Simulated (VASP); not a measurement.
# MnS (R-3m) in VASP: notebook

Runs on MnS. Level: PBE. Tasks: single point.

Program: VASP 6.6.1. These are calculated values, not measurements. Logs are shortened: lines on timing, memory, paths and dates and some standing lists are left out, and cuts for length are marked.

## Step 1: The crystal as given

It takes space group R-3m (No. 166, trigonal). Conventional cell: a = 3.660 Å, b = 3.660 Å, c = 8.913 Å, α = 90.00°, β = 90.00°, γ = 120.00°. Mn (site symmetry -3m) is surrounded by 6 S at 2.58 Å. S (site symmetry -3m) has 6 Mn at 2.58 Å as nearest neighbours.

The cell is a database's computed one.

## Step 2: Single point, PBE, collinear spin, ferromagnetic start

The input, INCAR:

```
SYSTEM = MnS
ADDGRID = .False.
ALGO = Normal
EDIFF = 1E-5
ENCUT = 800
GGA = PE
ISIF = 2
ISMEAR = 0
ISPIN = 2
LASPH = .True.
LCHARG = .False.
LMAXMIX = 4
LORBIT = 11
LREAL = .False.
LWAVE = .False.
MAGMOM = 4 0
NELM = 100
PREC = Accurate
SIGMA = 0.05
```

The input, KPOINTS:

```
k-points
0
Gamma
  5 5 5
  0 0 0
```

The input, POSCAR:

```
MnS
1.0
    1.8299960138      1.0565486912      2.9709202777
   -1.8299960138      1.0565486912      2.9709202777
    0.0000000000     -2.1130973823      2.9709202777
Mn S
1 1
Direct
    0.0000000000      0.0000000000      0.0000000000
    0.5000000000      0.5000000000      0.5000000000
```

Potentials or basis: VASP PAW PBE potentials, release 64 (Mn_pv, S_h).

Command:

```console
> cat potpaw_PBE.64/Mn_pv/POTCAR potpaw_PBE.64/S_h/POTCAR > POTCAR
> mpirun -np 1 vasp_std > vasp.out
```

OUTCAR:

```text
SYSTEM = MnS
   EDIFF = 1E-5
   ENCUT = 800
   GGA = PE
   ISIF = 2
   ISMEAR = 0
   ISPIN = 2
   LASPH = .True.
   LORBIT = 11
   LREAL = .False.
   NELM = 100
   PREC = Accurate

 Found     19 irreducible k-points:

 Following reciprocal coordinates:
            Coordinates               Weight
  0.000000  0.000000  0.000000      1.000000
  0.200000 -0.000000  0.000000      6.000000
  0.400000  0.000000  0.000000      6.000000
  0.200000  0.200000  0.000000      6.000000
  0.400000  0.200000 -0.000000     12.000000
 -0.400000  0.200000 -0.000000     12.000000
   k-points           NKPTS =     19   k-points in BZ     NKDIM =     19   number of bands    NBANDS=     15
   number of dos      NEDOS =    301   number of ions     NIONS =      2
   total plane-waves  NPLWV =  46656
   dimension x,y,z NGX =    36 NGY =   36 NGZ =   36
   dimension x,y,z NGXF=    72 NGYF=   72 NGZF=   72
   ions per type =               1   1
   NGX,Y,Z   is equivalent  to a cutoff of  16.42, 16.42, 16.42 a.u.
   NGXF,Y,Z  is equivalent  to a cutoff of  32.83, 32.83, 32.83 a.u.
 SYSTEM =  MnS
   PREC   = accura    normal or accurate (medium, high low for compatibility)
   ISTART =      0    job   : 0-new  1-cont  2-samecut
   ICHARG =      2    charge: 1-file 2-atom 10-const
   ISPIN  =      2    spin polarized calculation?
   LNONCOLLINEAR =      F non collinear calculations
   LSORBIT =      F    spin-orbit coupling
   LASPH  =      T    aspherical Exc in radial PAW
   ENCUT  =  800.0 eV  58.80 Ry    7.67 a.u.   8.41  8.41  8.41*2*pi/ulx,y,z
   NELM   =    100;   NELMIN=  2; NELMDL= -5     # of ELM steps
   EDIFF  = 0.1E-04   stopping-criterion for ELM
   LREAL  =      F    real-space projection
   EDIFFG = 0.1E-03   stopping-criterion for IOM
   NSW    =      0    number of steps for IOM
   IBRION =     -1    ionic relax: 0-MD 1-quasi-New 2-CG
   NFREE  =      0    steps in history (QN), initial steepest desc. (CG)
   ISIF   =      2    stress and relaxation
   ISYM   =      2    0-nonsym 1-usesym 2-fastsym
   POTIM  = 0.5000    time-step for ionic-motion
   TEBEG  =    0.0;   TEEND  =   0.0 temperature during run
   PSTRESS=    0.0 pullay stress
   NELECT =      19.0000    total number of electrons
   NUPDOWN=      -1.0000    fix difference up-down
   EMIN   =  10.00;   EMAX   =-10.00  energy-range for DOS
   EFERMI =   0.00;   METHOD = LEGACY
   ISMEAR =     0;   SIGMA  =   0.05  broadening in eV -4-tet -1-fermi 0-gaus
   EFERMI_NEDOS =   21; number of points for ismear=-14 and -15
   IALGO  =     38    algorithm
   IMIX   =      4    mixing-type and parameters
     AMIX     =   0.40;   BMIX     =  1.00
     AMIX_MAG =   1.60;   BMIX_MAG =  1.00
  volume/ion in A,a.u.               =      17.23       116.29
  Fermi-wavevector in a.u.,A,eV,Ry     =   1.342349  2.536672 24.516344  1.801900
  Thomas-Fermi vector in A             =   2.470510
   LORBIT       =     11    0 simple, 1 ext, 2 COOP (PROOUT), +10 PAW based schemes
   GGA     = PE    functional components
   LHFCALC =     F    Hartree Fock is set to
   AEXX    =    0.0000 exact exchange contribution
   IVDW    =     0    specifies the selected vdW correction
   LEPSILON=     F    determine dielectric tensor
   LRPA    =     F    only Hartree local field effects (RPA)
 spin polarized calculation
 Gauss-broadening in eV      SIGMA  =   0.05
  energy-cutoff  :      800.00
  volume of cell :       34.47
 maximum number of plane-waves:      1807
 NGX is ok and might be reduce to    36
   NGX = 17   NGY = 17   NGZ = 17

 number of electron      19.0000001 magnetization       4.5517013

 Free energy of the ion-electron system (eV)
  ---------------------------------------------------
  ext. energy  EPLUGINS =         0.00000000
  ---------------------------------------------------
  free energy    TOTEN  =       -14.08578062 eV

  energy without entropy =      -14.08409421  energy(sigma->0) =      -14.08493741

 E-fermi :   7.3899     XC(G=0): -10.8256

 val. band max:        7.1733779235   @ k =  -0.4000  -0.4000   0.2000
 cond. band min:       7.4202121746   @ k =   0.4000   0.4000   0.2000
 fundamental gap:      0.2468342512
 Fermi energy:         7.3898851474

 spin component 1

 k-point     1 :       0.0000    0.0000    0.0000
  band No.  band energies     occupation
      1     -43.3508      1.00000
      2     -43.3503      1.00000
      3     -43.3503      1.00000
      4      -7.5023      1.00000
      5       3.9177      1.00000
      6       3.9177      1.00000
      7       3.9320      1.00000
      8       4.0164      1.00000
      9       4.0164      1.00000
     10       5.3278      1.00000
     11       5.3278      1.00000
     12       5.3763      1.00000
     13       9.1651      0.00000
     14      15.8414      0.00000
     15      15.8492      0.00000

 k-point     2 :       0.2000   -0.0000    0.0000
  band No.  band energies     occupation
      1     -43.3535      1.00000
      2     -43.3512      1.00000
      3     -43.3507      1.00000
      4      -7.1034      1.00000
      5       2.6287      1.00000
      6       3.1424      1.00000
      7       3.1636      1.00000
      8       4.1084      1.00000
      9       4.1164      1.00000
     10       4.6815      1.00000
     11       6.3921      1.00000
     12       6.4119      1.00000
     13      10.7912      0.00000
     14      14.2350      0.00000
     15      15.0611      0.00000

 k-point     3 :       0.4000    0.0000    0.0000
  band No.  band energies     occupation
      1     -43.3586      1.00000
      2     -43.3520      1.00000
      3     -43.3515      1.00000
      4      -6.2742      1.00000
      5       0.4207      1.00000
      6       2.4157      1.00000
      7       2.4415      1.00000
      8       4.4131      1.00000
      9       4.4219      1.00000
     10       4.8071      1.00000
     11       7.5595      0.00000
     12       7.5608      0.00000
     13      10.3467      0.00000
     14      12.9821      0.00000
     15      13.0340      0.00000

 k-point     4 :       0.2000    0.2000    0.0000
  band No.  band energies     occupation
      1     -43.3535      1.00000
      2     -43.3518      1.00000
      3     -43.3515      1.00000
      4      -6.9926      1.00000
      5       2.1562      1.00000
      6       3.6177      1.00000
      7       3.6377      1.00000
      8       3.7280      1.00000
      9       4.1068      1.00000
     10       5.3865      1.00000
     11       5.4101      1.00000
     12       5.7112      1.00000
     13      11.5893      0.00000
     14      13.6899      0.00000
     15      14.0016      0.00000

 k-point     5 :       0.4000    0.2000   -0.0000
  band No.  band energies     occupation
      1     -43.3571      1.00000
      2     -43.3529      1.00000
      3     -43.3525      1.00000
      4      -6.3472      1.00000
      5       1.1107      1.00000
      6       2.5105      1.00000
      7       2.9059      1.00000
      8       4.0776      1.00000
      9       4.4536      1.00000
     10       4.8296      1.00000
     11       5.9761      1.00000
     12       6.5416      1.00000
     13      10.8548      0.00000
     14      12.8236      0.00000
     15      14.5257      0.00000

 k-point     6 :      -0.4000    0.2000   -0.0000
  band No.  band energies     occupation
      1     -43.3583      1.00000
      2     -43.3540      1.00000
      3     -43.3524      1.00000
      4      -6.0131      1.00000
      5       0.5683      1.00000
      6       2.1193      1.00000
      7       2.4352      1.00000
      8       4.4370      1.00000
      9       4.4528      1.00000
     10       4.8014      1.00000
     11       5.9953      1.00000
     12       7.1553      1.00000
     13      11.0000      0.00000
     14      12.8244      0.00000
     15      13.9857      0.00000

 [... further k-points ...]

 spin component 2

 k-point     1 :       0.0000    0.0000    0.0000
  band No.  band energies     occupation
      1     -38.9312      1.00000
      2     -38.9312      1.00000
      3     -38.9312      1.00000
      4      -7.2431      1.00000
      5       5.5067      1.00000
      6       5.5067      1.00000
      7       5.5554      1.00000
      8       7.4808      0.00507
      9       7.4808      0.00507
     10       7.5080      0.00042
     11       7.5602      0.00000
     12       7.5602      0.00000
     13      10.1419      0.00000
     14      16.8328      0.00000
     15      16.8348      0.00000

 k-point     2 :       0.2000   -0.0000    0.0000
  band No.  band energies     occupation
      1     -38.9354      1.00000
      2     -38.9318      1.00000
      3     -38.9317      1.00000
      4      -6.8622      1.00000
      5       3.3786      1.00000
      6       4.6497      1.00000
      7       4.6855      1.00000
      8       7.7946      0.00000
      9       7.8099      0.00000
     10       7.8713      0.00000
     11       8.7236      0.00000
     12       8.7326      0.00000
     13      11.7201      0.00000
     14      15.0934      0.00000
     15      16.1025      0.00000

 k-point     3 :       0.4000    0.0000    0.0000
  band No.  band energies     occupation
      1     -38.9424      1.00000
      2     -38.9328      1.00000
      3     -38.9326      1.00000
      4      -6.0844      1.00000
      5       1.0651      1.00000
      6       3.8688      1.00000
      7       3.9017      1.00000
      8       8.3754      0.00000
      9       8.3895      0.00000
     10       8.4798      0.00000
     11      10.1930      0.00000
     12      10.1982      0.00000
     13      11.0039      0.00000
     14      13.8909      0.00000
     15      13.9451      0.00000

 k-point     4 :       0.2000    0.2000    0.0000
  band No.  band energies     occupation
      1     -38.9352      1.00000
      2     -38.9328      1.00000
      3     -38.9328      1.00000
      4      -6.7530      1.00000
      5       3.1530      1.00000
      6       4.6816      1.00000
      7       4.7203      1.00000
      8       7.0615      1.00000
      9       7.7106      0.00000
     10       8.4105      0.00000
     11       8.4203      0.00000
     12       8.6150      0.00000
     13      12.8180      0.00000
     14      14.7249      0.00000
     15      15.1440      0.00000

 k-point     5 :       0.4000    0.2000   -0.0000
  band No.  band energies     occupation
      1     -38.9403      1.00000
      2     -38.9343      1.00000
      3     -38.9339      1.00000
      4      -6.1356      1.00000
      5       1.7792      1.00000
      6       3.5736      1.00000
      7       4.0755      1.00000
      8       7.4223      0.17945
      9       8.3324      0.00000
     10       8.6580      0.00000
     11       8.9194      0.00000
     12       9.5663      0.00000
     13      12.1703      0.00000
     14      13.5772      0.00000
     15      15.3896      0.00000

 k-point     6 :      -0.4000    0.2000   -0.0000
  band No.  band energies     occupation
      1     -38.9419      1.00000
      2     -38.9359      1.00000
      3     -38.9336      1.00000
      4      -5.8249      1.00000
      5       1.2030      1.00000
      6       3.0330      1.00000
      7       3.7680      1.00000
      8       8.2698      0.00000
      9       8.4601      0.00000
     10       8.5366      0.00000
     11       9.2075      0.00000
     12       9.9500      0.00000
     13      11.9139      0.00000
     14      13.7791      0.00000
     15      14.9237      0.00000

 [... further k-points ...]

------------------------ aborting loop because EDIFF is reached ----------------------------------------

  FORCE on cell =-STRESS in cart. coord.  units (eV):
  Direction    XX          YY          ZZ          XY          YZ          ZX
  --------------------------------------------------------------------------------------
  -------------------------------------------------------------------------------------
  Total       -0.6163314     -0.6163314     -0.5239242      0.0000000     -0.0000000     -0.0000000
  in kB      -28.6512120    -28.6512120    -24.3555050      0.0000000     -0.0000000     -0.0000000
  external PRESSURE =     -27.2193097 kB  Pullay stress =       0.0000000 kB

 VOLUME and BASIS-vectors are now :
 -----------------------------------------------------------------------------
  energy-cutoff  :      800.00
  volume of cell :       34.47
      direct lattice vectors                 reciprocal lattice vectors
     1.829996014  1.056548691  2.970920278     0.273224639  0.157746319  0.112198680
    -1.829996014  1.056548691  2.970920278    -0.273224639  0.157746319  0.112198680
     0.000000000 -2.113097382  2.970920278     0.000000000 -0.315492638  0.112198680

 POSITION                                       TOTAL-FORCE (eV/Angst)
 -----------------------------------------------------------------------------------
      0.00000      0.00000      0.00000        -0.000000     -0.000000      0.000000
      0.00000      0.00000      4.45638         0.000000      0.000000      0.000000
 -----------------------------------------------------------------------------------
    total drift:                                0.000000      0.000000      0.000000

  FREE ENERGIE OF THE ION-ELECTRON SYSTEM (eV)
  ---------------------------------------------------
  free  energy   TOTEN  =       -14.0857806165 eV

  energy  without entropy=      -14.0840942120  energy(sigma->0) =      -14.08493741

 total charge

# of ion       s       p       d       tot
------------------------------------------
    1        0.218   6.169   4.948  11.335
    2        0.812   1.288   0.000   2.100
--------------------------------------------------
tot          1.030   7.457   4.948  13.435

 magnetization (x)

# of ion       s       p       d       tot
------------------------------------------
    1        0.050   0.039   4.070   4.159
    2        0.020   0.034   0.000   0.054
--------------------------------------------------
tot          0.070   0.073   4.070   4.213
```

Run time: 28 s. Hardware: 1 thread of Intel Xeon Platinum 8488C (Sapphire Rapids), shared host; peak memory 0.24 GiB.

These settings aren't checked as converged: the numbers below hold their error.

Results:

```
Free energy                                           : -14.0858 eV
Pressure                                              : -2.7 GPa
Band gap on the k mesh                                : none (metal or under the smearing width)
Net moment                                            : 4.55 μB per cell
Site moments                                          : Mn +4.16; S +0.05 μB
Valence electrons inside the program's atomic spheres : Mn 11.34; S 2.10
```

Caveat: the k mesh is coarse (spacing up to 0.42 Å⁻¹), so the values aren't converged; a cell with one magnetic atom can't hold antiferromagnetic order, which such compounds often take; semilocal functionals often make such compounds metallic where correlation or magnetic order opens a gap, which also shifts bond lengths.

## Step 3: Single point, PBE, collinear spin, ferromagnetic start

INCAR is that of step 2.

KPOINTS is that of step 2.

The input, POSCAR:

```
MnS
1.0
    1.8299960138      1.0565486912      2.9709202777
   -1.8299960138      1.0565486912      2.9709202777
    0.0000000000     -2.1130973823      2.9709202777
Mn S
1 1
Direct
   -0.0003430000      0.0039840000     -0.0109630000
    0.4802460000      0.5015880000      0.5288910000
```

Potentials or basis: VASP PAW PBE potentials, release 64 (Mn_pv, S_h).

Command:

```console
> cat potpaw_PBE.64/Mn_pv/POTCAR potpaw_PBE.64/S_h/POTCAR > POTCAR
> mpirun -np 1 vasp_std > vasp.out
```

It took 97 s on 1 thread of Intel Xeon Platinum 8488C (Sapphire Rapids), shared host; peak memory 0.3 GiB.

The run converged, but some of its settings lie outside the range that counts as converged, so its numbers aren't taken as properties of the crystal.

What came out:

| Quantity | Value |
| --- | --- |
| Free energy | -14.0631 eV |
| Pressure | -2.2 GPa |
| Largest force | 0.368 eV/Å |
| Band gap on the k mesh | none (metal or under the smearing width) |
| Net moment | 4.55 μB per cell |
| Site moments | Mn +4.15; S +0.06 μB |
| Valence electrons inside the program's atomic spheres | Mn 11.34; S 2.10 |

Caveat: the k mesh is coarse (spacing up to 0.42 Å⁻¹), so the values aren't converged; a cell with one magnetic atom can't hold antiferromagnetic order, which such compounds often take; semilocal functionals often make such compounds metallic where correlation or magnetic order opens a gap, which also shifts bond lengths.

## Step 4: Single point, PBE, collinear spin, ferromagnetic start

Changes to INCAR since step 3:

```diff
@@ -1,5 +1,5 @@
 SYSTEM = MnS
-ADDGRID = .False.
+ADDGRID = .True.
 ALGO = Normal
-EDIFF = 1E-5
+EDIFF = 1E-6
 ENCUT = 800
```

KPOINTS is that of step 3.

The input, POSCAR:

```
MnS
1.0
    1.8299960138      1.0565486912      2.9709202777
   -1.8299960138      1.0565486912      2.9709202777
    0.0000000000     -2.1130973823      2.9709202777
Mn S
1 1
Direct
    0.0000000000      0.0000000000      0.0000000000
    0.5000000000      0.5000000000      0.5000000000
```

Command:

```console
> cat potpaw_PBE.64/Mn_pv/POTCAR potpaw_PBE.64/S_h/POTCAR > POTCAR
> mpirun -np 1 vasp_std > vasp.out
```

Run time: 59 s. Hardware: 1 thread of Intel Xeon Platinum 8488C (Sapphire Rapids), shared host; peak memory 0.38 GiB.

These settings aren't checked as converged: the numbers below hold their error.

Results:

* Free energy: -14.0858 eV
* Pressure: -2.8 GPa
* Band gap on the k mesh: none (metal or under the smearing width)
* Net moment: 4.55 μB per cell
* Site moments: Mn +4.16; S +0.05 μB
* Valence electrons inside the program's atomic spheres: Mn 11.34; S 2.10

Caveat: the k mesh is coarse (spacing up to 0.42 Å⁻¹), so the values aren't converged; a cell with one magnetic atom can't hold antiferromagnetic order, which such compounds often take; semilocal functionals often make such compounds metallic where correlation or magnetic order opens a gap, which also shifts bond lengths.

## Step 5: For comparison

An earlier run on the cell as given: functional PBE; potentials or basis VASP PAW PBE potentials, release 64 (Mn_pv, S); cutoff 520 eV; k mesh 9 × 9 × 9; occupations fermi-dirac, width 0.05 eV; collinear spin, ferromagnetic start; starting moments [4.0, 0.0] μB.

* Pressure: -1.6 GPa
* Band gap on the k mesh: none (metal or under the smearing width)
* Net moment: 4.66 μB per cell
* Site moments: Mn +4.22; S +0.10 μB
* Valence electrons inside the program's atomic spheres: Mn 11.33; S 3.73
